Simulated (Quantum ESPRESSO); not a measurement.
## In under changes of volume

One of the cells (26.540 Å³/atom); the others are scaled copies at fixed shape and fractional positions:

```
In
1.0
     3.33548    0.00000    0.00000
    -1.66774    2.88861    0.00000
     0.00000    0.00000    5.50914
In
2
Direct
  0.66667 0.33333 0.75000
  0.33333 0.66667 0.25000
```

This isn't the form of In at room conditions, which is tetragonal.

| Quantity | Value |
| --- | --- |
| Program | Quantum ESPRESSO 7.5 |
| Functional | LDA |
| Potentials or basis | GBRV 1.5 LDA |
| Cutoff | 762 eV |
| Density cutoff | 6095 eV |
| k mesh | 9 × 9 × 5 |
| Occupations | fermi-dirac, width 0.05 eV |
| Spin | no spin polarisation |

| volume (Å³/atom) | energy over the lowest point (meV/atom) | pressure (GPa) |
| --- | --- | --- |
| 24.948 | 0.00 | -0.7 |
| 25.478 | 3.49 | -1.7 |
| 26.009 | 9.84 | -2.4 |
| 26.540 | 18.47 | -3.1 |
| 27.071 | 29.01 | -3.6 |
| 27.602 | 41.18 | -4.1 |
| 28.133 | ? | ? |

Task: What does the run at 28.133 Å³/atom give?

Result: Energy over the lowest point 54.86 meV/atom; pressure -4.6 GPa.

Worked out: A Birch-Murnaghan fit of order 3 (a polynomial in V^(-2/3)) to the other rows has its minimum at 24.65 Å³/atom, just outside them, with B0 = V·E''(V) = 51 GPa and B' = 7.0 at fixed shape and positions, which overstates the stiffness. It gives 54.60 meV/atom at 28.133 Å³/atom, against the run's 54.86, and -dE/dV = -4.2 GPa, against -4.6.

Energies are extrapolated to zero smearing.
